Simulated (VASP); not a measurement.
A run of VASP 6.6.1:

Contents of POSCAR:

```
SnSe2
1.0
    3.8643883000      0.0000000000      0.0000000000
   -1.9321941500      3.3466555800      0.0000000000
    0.0000000000      0.0000000000      6.2219592200
Sn Se
1 2
Direct
    0.0000000000      0.0000000000      0.0000000000
    0.3333000000      0.6667000000      0.2490000000
    0.6667000000      0.3333000000      0.7510000000
```

INCAR.step1

```
PREC     = Accurate       # precision mode
ENCUT    = 600            # plane-wave cutoff, eV
ISMEAR   = -5             # smearing method
SIGMA    = 0.1            # smearing width, eV
LREAL    = False          # projectors in reciprocal space
LASPH    = True           # aspherical terms in the spheres
NELM     = 100            # most SCF steps
GGA      = PE             # functional
ALGO     = Normal         # electronic algorithm
EDIFF    = 1E-4           # SCF threshold, eV
LWAVE    = True           # write WAVECAR
LCHARG   = False          # write CHGCAR
```

The input INCAR.step2:

```
PREC     = Accurate       # precision mode
ENCUT    = 600            # plane-wave cutoff, eV
EDIFF    = 1E-6           # SCF threshold, eV
ISMEAR   = -5             # smearing method
SIGMA    = 0.1            # smearing width, eV
LREAL    = False          # projectors in reciprocal space
LASPH    = True           # aspherical terms in the spheres
NELM     = 100            # most SCF steps
ALGO     = Normal         # electronic algorithm
ISIF     = 3              # what is computed and relaxed
LWAVE    = False          # write WAVECAR
LCHARG   = False          # write CHGCAR
METAGGA  = R2SCAN         # meta-GGA
LMIXTAU  = True         
IBRION   = 2              # ionic algorithm
NSW      = 60             # ionic steps
EDIFFG   = -0.01          # ionic threshold
ISTART   = 1
```

The input KPOINTS:

```
Automatic mesh
0
Gamma
  5 5 3
```

Potentials or basis: VASP PAW PBE potentials, release 64 (Sn_d, Se).

The run is started by

```console
$ cat potpaw_PBE.64/Sn_d/POTCAR potpaw_PBE.64/Se/POTCAR > POTCAR
$ cp INCAR.step1 INCAR
$ mpirun -np 1 vasp_std > vasp.out
$ cp INCAR.step2 INCAR
$ mpirun -np 1 vasp_std > vasp.out
```

Hardware: 1 thread of Intel(R) Xeon(R) 6975P-C (Granite Rapids), with other jobs on the host.

**Question.** How long does it take, and how much memory?

**Answer.** Wall time 12 min on 1 thread of Intel(R) Xeon(R) 6975P-C (Granite Rapids) (shared host), peak memory 0.26 GiB. Counts: scf iterations 120, k points 24, ion steps 14.
